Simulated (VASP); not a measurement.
Runs of VASP 6.6.1 on TiAl. The structure is cubic, space group Pm-3m (No. 221). Conventional cell: a = 3.179 Å, b = 3.179 Å, c = 3.179 Å, α = 90.00°, β = 90.00°, γ = 90.00°. Ti (site symmetry m-3m) is surrounded by 8 Al at 2.75 Å. Al (site symmetry m-3m) has 8 Ti at 2.75 Å as nearest neighbours. The cell comes from a database or a generator and needn't be the stable form of this composition.

```csv
task,level,potentials or basis,spin,U,cell,cutoff (eV),smearing,LDAUTYPE,hund's J,gap on the mesh (eV),pressure (GPa)
single point,PBE,"VASP PAW PBE potentials, release 64 (Ti_pv, Al)",off,-,as given,520,gaussian 0.1 eV,-,-,none,0.7
single point,RPBE,"VASP PAW PBE potentials, release 64 (Ti_sv, Al)",off,-,as given,520,gaussian 0.02 eV,-,-,none,3.3
electron localisation function,PBE,"VASP PAW PBE potentials, release 54 (Ti, Al)","collinear, ferromagnetic start",-,as given,500,tetrahedron,-,-,none,(a)
relaxation of cell and atoms,PBE+TS,"VASP PAW PBE potentials, release 64 (Ti_pv, Al)",off,-,relaxed,600,methfessel-paxton 0.2 eV,-,-,none,0.0
core levels,optPBE-vdW,"VASP PAW PBE potentials, release 64 (Ti_sv, Al)",off,-,"atoms moved at random, drawn with an rms of 0.02 Å",520,fermi-dirac 0.05 eV,-,-,none,1.4
single point,PBEsol+D4+U,"VASP PAW PBE potentials, release 64 (Ti_sv, Al)",off,"Ti d U = 5 eV, J = 0.5 eV",as given,520,fermi-dirac 0.05 eV,2,0.5,none,1.3
```

Alike in all rows: k mesh 8 × 8 × 8.

**Question.** Fill in the values left out.

**Answer.** (a) 0.2.

Caveats: the PAW data sets were made with another functional, which shifts forces and pressure a little (some runs); pairwise dispersion overbinds metals, which lowers pressure and volume (some runs); tetrahedron occupations give inexact forces and stress in metals (some runs); atom-pairwise D2, TS and ULG terms overbind metals (some runs); U without spin polarisation on a metal has little footing (some runs); the U is typed as a test and isn't derived for this compound (some runs).

A gap of «none» marks a metal or a gap under the smearing width.

The runs don't all hold the same shells in valence.
